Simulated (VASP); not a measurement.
# Fe (P6_3/mmc) in VASP: further runs, part 2 of 2

VASP 6.6.1. Earlier steps stand in the parts before.

## (3) Electric field gradients, PBEsol (volume scaled by 1.04)

INCAR

```
ALGO     = Normal         # electronic algorithm
EDIFF    = 1E-8           # SCF threshold, eV
ENCUT    = 520            # plane-wave cutoff, eV
GGA      = PS             # functional
ISIF     = 2              # what is computed and relaxed
ISMEAR   = -1             # smearing method
LASPH    = True           # aspherical terms in the spheres
LCHARG   = False          # write CHGCAR
LEFG     = True         
LREAL    = False          # projectors in reciprocal space
LWAVE    = False          # write WAVECAR
NBANDS   = 15             # bands
NELM     = 80             # most SCF steps
PREC     = Accurate       # precision mode
SIGMA    = 0.08           # smearing width, eV
```

KPOINTS

```
k-points
0
Gamma
  17 17 10
```

POSCAR

```
Fe
1.0
    2.4661896480      0.0000000000      0.0000000000
   -1.2330948240      2.1357828857      0.0000000000
    0.0000000000      0.0000000000      3.8924920371
Fe
2
Direct
    0.3333333333      0.6666666667      0.2500000000
    0.6666666667      0.3333333333      0.7500000000
```

Potentials or basis: VASP PAW PBE potentials, release 64 (Fe).

Run with:

```sh
$ cat potpaw_PBE.64/Fe/POTCAR > POTCAR
$ mpirun -np 1 vasp_std > vasp.out
```

OUTCAR:

```text
EDIFF = 1E-8
   ENCUT = 520
   GGA = PS
   ISIF = 2
   ISMEAR = -1
   LASPH = True
   LREAL = False
   NELM = 80
   PREC = Accurate

 ion  position               nearest neighbor table
   1  0.333  0.667  0.250-   2 2.41   2 2.41   2 2.41   2 2.41   2 2.41   2 2.41
   2  0.667  0.333  0.750-   1 2.41   1 2.41   1 2.41   1 2.41   1 2.41   1 2.41

  LATTYP: Found a hexagonal cell.
 ALAT       =     2.4661896480
 C/A-ratio  =     1.5783425416

  Lattice vectors:

 A1 = (   2.4661896480,   0.0000000000,   0.0000000000)
 A2 = (  -1.2330948240,   2.1357828857,   0.0000000000)
 A3 = (   0.0000000000,   0.0000000000,   3.8924920371)

Analysis of symmetry for initial positions (statically):
=====================================================================
 Subroutine PRICEL returns:
 Original cell was already a primitive cell.

 Routine SETGRP: Setting up the symmetry group for a
 hexagonal supercell.

 Subroutine GETGRP returns: Found 24 space group operations
 (whereof 12 operations were pure point group operations)
 out of a pool of 24 trial point group operations.

The static configuration has the point symmetry D_3d.
 The point group associated with its full space group is D_6h.

Analysis of symmetry for dynamics (positions and initial velocities):
=====================================================================
 Subroutine PRICEL returns:
 Original cell was already a primitive cell.

 Routine SETGRP: Setting up the symmetry group for a
 hexagonal supercell.

 Subroutine GETGRP returns: Found 24 space group operations
 (whereof 12 operations were pure point group operations)
 out of a pool of 24 trial point group operations.

[... 168 lines left out ...]
     11       7.3856      0.00028
     12       7.3856      0.00028
     13      15.3862      0.00000
     14      28.4955      0.00000
[... 401 lines left out ...]
      2       3.0376      2.00000
      3       3.3675      2.00000
      4       3.5508      2.00000
      5       4.7963      2.00000
      6       5.1820      2.00000
      7       5.5654      2.00000
      8       6.2134      1.99383
      9       6.7840      0.41042
     10       7.3004      0.00081
     11       7.5976      0.00002
     12      13.9483      0.00000
     13      15.8396      0.00000
     14      19.9687      0.00000
     15      20.6833      0.00000

 [... further k-points ...]
[... 5 lines left out ...]
  --------------------------------------------------------------------------------------
  -------------------------------------------------------------------------------------
  Total       -1.6557906     -1.6557906     -1.6275045      0.0000000     -0.0000000      0.0000000
  in kB     -129.3911875   -129.3911875   -127.1807800      0.0000000     -0.0000000      0.0000000
  external PRESSURE =    -128.6543850 kB  Pullay stress =       0.0000000 kB

 VOLUME and BASIS-vectors are now :
 -----------------------------------------------------------------------------
  energy-cutoff  :      520.00
  volume of cell :       20.50
      direct lattice vectors                 reciprocal lattice vectors
     2.466189648  0.000000000  0.000000000     0.405483820  0.234106193  0.000000000
    -1.233094824  2.135782886  0.000000000     0.000000000  0.468212386  0.000000000
     0.000000000  0.000000000  3.892492037     0.000000000  0.000000000  0.256904829

 POSITION                                       TOTAL-FORCE (eV/Angst)
 -----------------------------------------------------------------------------------
     -0.00000      1.42386      0.97312         0.000000     -0.000000      0.000000
      1.23309      0.71193      2.91937        -0.000000      0.000000      0.000000
 -----------------------------------------------------------------------------------
    total drift:                                0.000000     -0.000000     -0.000000

  FREE ENERGIE OF THE ION-ELECTRON SYSTEM (eV)
  ---------------------------------------------------
  free  energy   TOTEN  =       -17.8586569306 eV

  energy  without entropy=      -17.8023415949  energy(sigma->0) =      -17.83049926

 Electric field gradients (V/A^2)
---------------------------------------------------------------------
 ion       V_xx      V_yy      V_zz      V_xy      V_xz      V_yz
---------------------------------------------------------------------
   1       3.791     3.790    -7.581    -0.001     0.000     0.000
   2       3.791     3.790    -7.581    -0.001     0.000     0.000
---------------------------------------------------------------------

 Electric field gradients after diagonalization (V/A^2)
 (convention: |V_zz| > |V_xx| > |V_yy|)
----------------------------------------------------------------------
 ion       V_xx      V_yy      V_zz     asymmetry (V_yy - V_xx)/ V_zz
----------------------------------------------------------------------
   1       3.791     3.790    -7.581       0.000
   2       3.791     3.790    -7.581       0.000
----------------------------------------------------------------------

           NMR quadrupolar parameters

 Cq : quadrupolar parameter    Cq=e*Q*V_zz/h
 eta: asymmetry parameters     (V_yy - V_xx)/ V_zz
 Q  : nuclear electric quadrupole moment in mb (millibarn)
----------------------------------------------------------------------
 ion       Cq(MHz)       eta       Q (mb)
----------------------------------------------------------------------
   1      -0.018       0.000       1.000
   2      -0.018       0.000       1.000
----------------------------------------------------------------------
```

It took 36 s on 1 thread of Intel Xeon Platinum 8488C (Sapphire Rapids), shared host; peak memory 0.16 GiB.

Results:

* Free energy: -17.8587 eV
* Pressure: -12.9 GPa
* Band gap on the k mesh: none (metal or under the smearing width)

Electric field gradients, principal values (V/Å²):
```
atom    Vxx    Vyy     Vzz
1 Fe  3.790  3.791  -7.581
2 Fe  3.790  3.791  -7.581
```

Caveat: the PAW data sets were made with another functional, which shifts forces and pressure a little; the run has no spin polarisation, though such a crystal can be magnetic.
